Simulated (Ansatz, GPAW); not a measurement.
# An Al chain with two N atoms in line: relaxation, then transmission at several levels, part 4 of 4

Aim: the conductance of an Al chain with two N atoms in line after relaxation, and whether geometry, basis or functional moves it most.

GPAW 26.7.0 and Ansatz 0.2.0; Ansatz plane waves; relaxation of the junction with the lead ends held (the session's first sound run).

So far, transmission at the Fermi level (one spin): step 3 (plane-wave reference (PBE)) 1.13; step 5 (single-zeta polarised basis, PBE, GPAW) 1.16; step 6 (minimal basis, PBE, GPAW) 1.19; step 7 (LDA in the dzp basis: xc = "LDA") 1.15; step 8 (the structure as built: geometry = "as built", PBE, GPAW) 1.54. Also open channels of the lead at the Fermi level (one spin): 2 in steps 3, 4, 5 and 8.

## Step 10: The levels side by side

The curves are compared point by point over the common energies.

This step: comparison of transmission and cost over codes, levels and geometry (GPAW 26.7.0).

Ladder, by row:

```
   step    code  T at the Fermi level (sum over the listed spins)  conductance (G0)  r.m.s. T(E) from the first  wall time (s)  peak memory (GiB)  threads
 pw-pbe  Ansatz                                              1.13             1.125                           0          42.78               2.23        4
    dzp    GPAW                                             1.128             1.121                     0.03553          191.8               1.72        1
    szp    GPAW                                             1.157             1.142                     0.09778          174.3               1.69        1
     sz    GPAW                                             1.189             1.173                      0.1017          111.2               1.52        1
dzp-LDA    GPAW                                              1.15              1.14                     0.05437          158.6               1.72        1
asbuilt    GPAW                                             1.539              1.53                       0.322          131.5               1.72        1
```

Transmission, zone mean, sum over the listed spins against energy, zero at the Fermi level:

```
energy (eV)  pw-pbe      dzp      szp       sz  dzp-LDA  asbuilt
     -2.000   0.152    0.164    0.148    0.137    0.172   0.0127
     -1.800   0.101    0.107   0.0858   0.0320    0.115  0.00934
     -1.600  0.0509   0.0524   0.0363  2.1e-10   0.0565  0.00576
     -1.400  0.0191   0.0168  0.00431  1.6e-11   0.0186  0.00196
     -1.200       0  6.3e-10  1.6e-10  1.0e-11  8.2e-10  2.0e-11
     -1.000       0  2.3e-10  1.6e-10  5.3e-11  2.6e-10  2.7e-12
     -0.800       0   1.3e-8   2.9e-9  1.9e-10   2.3e-8  1.9e-12
     -0.600       0  5.3e-10  5.6e-10  3.8e-10  6.3e-10   3.1e-9
     -0.400       0   2.4e-8  7.3e-10   9.9e-8   2.1e-8   0.0580
     -0.300   0.875     1.05    0.817     1.10     1.08     1.19
     -0.275    1.13     1.06     1.12    0.922     1.02     1.27
     -0.200   0.836    0.762    0.735    0.710    0.735     1.42
      0.000    1.13     1.13     1.16     1.19     1.15     1.54
      0.150    1.34     1.33     1.30     1.32     1.34     1.42
      0.200    1.36     1.36     1.29     1.30     1.35     1.35
      0.400    1.23     1.25     1.07     1.04     1.18     1.12
      0.600    1.21     1.22     1.04     1.00     1.13    0.966
      0.800    1.27     1.26     1.09     1.23     1.16    0.882
      1.000    1.40     1.36     1.22     1.37     1.32     1.53
      1.200    1.50     1.46     1.29     1.45     1.41     1.11
      1.275    1.51     1.49     1.31     1.47     1.44     1.05
      1.400    1.50     1.51     1.36     1.51     1.47    0.984
      1.600    1.43     1.49     1.42     1.54     1.48    0.924
      1.800    1.44     1.48     1.43     1.54     1.47    0.889
      2.000    1.45     1.53     1.46     1.53     1.51    0.868
```

## Step 11: Other settings

One more run, with changed settings.

This step: GPAW LCAO, PAW setups; Landauer transmission from Green's functions with principal layers (ASE), zero bias (GPAW 26.7.0).

Contents of run.py:

```python
import json
import numpy as np
from ase import Atoms
from ase.transport.calculators import TransportCalculator
from gpaw import GPAW, FermiDirac
from gpaw.lcao.tools import get_lcao_hamiltonian
from scipy.linalg import eigh

# The junction with lead layers at both ends, along the third cell vector
device = Atoms(
    ['Al', 'Al', 'Al', 'Al', 'Al', 'Al', 'Al', 'N', 'N', 'Al', 'Al', 'Al', 'Al', 'Al', 'Al', 'Al'],
    positions=[
        [4.50000, 4.50000, 1.20000],
        [4.50000, 4.50000, 3.60000],
        [4.50000, 4.50000, 6.00000],
        [4.50000, 4.50000, 8.40000],
        [4.50000, 4.50000, 10.80000],
        [4.10918, 3.69907, 13.31029],
        [4.69178, 4.85322, 15.65656],
        [4.39303, 4.28765, 17.39014],
        [4.39350, 4.28369, 18.59780],
        [4.65454, 4.85134, 20.33587],
        [4.10392, 3.67875, 22.67973],
        [4.50000, 4.50000, 25.18260],
        [4.50000, 4.50000, 27.58260],
        [4.50000, 4.50000, 29.98260],
        [4.50000, 4.50000, 32.38260],
        [4.50000, 4.50000, 34.78260]],
    cell=[[9.0, 0.0, 0.0], [0.0, 9.0, 0.0], [0.0, 0.0, 35.9826]],
    pbc=True)

# One principal layer of the lead: the first 4 atoms of the device
lead = Atoms(
    ['Al', 'Al', 'Al', 'Al'],
    positions=[
        [4.50000, 4.50000, 1.20000],
        [4.50000, 4.50000, 3.60000],
        [4.50000, 4.50000, 6.00000],
        [4.50000, 4.50000, 8.40000]],
    cell=[[9.0, 0.0, 0.0], [0.0, 9.0, 0.0], [0.0, 0.0, 9.6]],
    pbc=True)

settings = dict(mode='lcao', basis='dzp', xc='PBE', h=0.18,
                occupations=FermiDirac(0.1), maxiter=75,
                mixer=dict(beta=0.1, nmaxold=8, weight=100.0),
                convergence=dict(density=0.0001))
energies = np.arange(-2, 2 + 1e-9, 0.025)
eta = 0.2
n1, n2 = 1, 1
# k and -k transmit alike, so half of the mesh across the current serves
mesh = [(i, j) for i in range(n1) for j in range(n2) if (i, j) <= (-i % n1, -j % n2)]
weights = np.array([1 if (i, j) == (-i % n1, -j % n2) else 2 for i, j in mesh]) / (n1 * n2)

# [... helper functions left out ...]
fermi_lead = ground_state(lead, (1, 1, 12), 'lead.txt')
fermi_device = ground_state(device, (1, 1, 2), 'device.txt')
# [... loop over the mesh left out, but for ...]
        # Shift the lead onto the potential of the device's first layer
        shift = ((H[:, 0, 0] - H0[:, 0, 0]) / S0[0, 0]).real.mean()
# [...]
kT = 8.617333e-5 * 300
bias = [0.1, 0.2, 0.5, 1.0, 1.5, 2.0]
# [... integrals and printing left out ...]
```

Launch:

```console
OMP_NUM_THREADS=1 OPENBLAS_NUM_THREADS=1 python run.py
```

The log of the run:

```text
basis functions: device 208, principal layer 52
Fermi level: lead -3.1259 eV, device -3.0521 eV; lead shifted by 0.0122 eV
largest coupling past the next layer 1.20e-15 eV, largest misfit of the first layer 0.041 eV
  E-E_F (eV)   T (one spin)  channels
    -2.000    1.0397e-02    1.0000
    -1.975    1.0065e-02    1.0000
    -1.950    9.7070e-03    1.0000
    -1.925    9.3255e-03    1.0000
    -1.900    8.9244e-03    1.0000
    -1.875    8.5077e-03    1.0000
    -1.850    8.0794e-03    1.0000
    -1.825    7.6431e-03    1.0000
    -1.800    7.2025e-03    1.0000
    -1.775    6.7610e-03    1.0000
    -1.750    6.3217e-03    1.0000
    -1.725    5.8875e-03    1.0000
    -1.700    5.4608e-03    1.0000
    -1.675    5.0436e-03    1.0000
    -1.650    4.6378e-03    1.0000
    -1.625    4.2449e-03    1.0000
[...]
1.825    1.1285e-01    3.0000
     1.850    1.1451e-01    3.0000
     1.875    1.1616e-01    3.0000
     1.900    1.1779e-01    3.0000
     1.925    1.1940e-01    3.0000
     1.950    1.2098e-01    3.0000
     1.975    1.2252e-01    3.0000
     2.000    1.2401e-01    3.0000
conductance at 300 K: 0.0041405 G0 a cell; thermopower -47.92 uV/K
current from the zero-bias T(E) at 0.1 V: 0.032401 uA
current from the zero-bias T(E) at 0.2 V: 0.066692 uA
current from the zero-bias T(E) at 0.5 V: 0.1973 uA
current from the zero-bias T(E) at 1.0 V: 0.56425 uA
current from the zero-bias T(E) at 1.5 V: 1.1621 uA
current from the zero-bias T(E) at 2.0 V: 2.0477 uA
```

The job ended after 2.6 min (1 thread of Intel Xeon Platinum 8375C at 2.90GHz (Ice Lake), shared host; peak memory 1.7 GiB).

The run finished. A setting was moved off its sound value on purpose, so it serves as a test and not as the result.

The fault put into the input: a broadening of tenths of an eV (eta = 0.2).

Side by side:

```
                                           quantity   this run  sound run  difference
                                   conductance (G₀)  0.0041405     1.1205       -1.12
                                 thermopower (μV/K)    -47.923    -12.568       -35.4
largest coupling past the next principal layer (eV)  1.196e-15  1.132e-15     6.4e-17
   largest misfit of the first principal layer (eV)   0.040988   0.040988    -1.9e-14
                    shift that aligns the lead (eV)   0.012174   0.012174    -3.2e-12
         transmission at the Fermi level (one spin)  0.0040346     1.1284       -1.12
```

One result that differs is the transmission at the Fermi level (one spin), 0.00403 against 1.13.

## Step 12: Results

```
conductance                                        : 1.12 G₀
transmission at the Fermi level, mean of the spins : 1.13
thermopower                                        : -12.6 μV/K
open channels of the lead there                    : 2
```

In words: In the dzp basis the junction conducts 1.12 G₀ at 300 K, with T = 1.13 a spin at the Fermi level; the sz basis reaches that conductance within 10 %. Relaxation moved atoms by up to 0.92 Å and took the conductance from 1.53 to 1.12 G₀, as a ratio a larger change than the step from dzp to the minimal basis. Plane waves (PBE) give T = 1.13 there. The scatterer reflects about 44 % of the incoming channels at the Fermi level. At the Fermi level two eigenchannels carry the current (0.76 and 0.37). The negative thermopower says that the thermally weighted transmission is larger above the Fermi level, as for electron-like transport. Measured against the first run (pw-pbe), the nearest curve is that of dzp (r.m.s. 0.036) and the farthest that of asbuilt (0.32). Over the compared runs wall time goes from 43 s (pw-pbe) to 192 s (dzp), on a shared host; the plane-wave run used 4 threads and the orbital runs 1. The leads kept an estimated spacing and the cell its length, so the junction may be under some tension or compression. An evenly spaced straight chain is an idealisation: free chains tend to dimerise, zigzag or, where a band edge lies near the Fermi level, turn magnetic. The currents use the zero-bias T(E) throughout, which holds only while the bias is small against the distance to the nearest feature.

[Logs are printed without paths, hosts, clocks, repeated set-up lines and the standing remarks that a program may print on its own settings, such as how far it seeks lower states.]

[Hosts, paths, dates, database ids (printed as entryN), source tags and the programs' standing remarks are cut or masked in the printed files.]
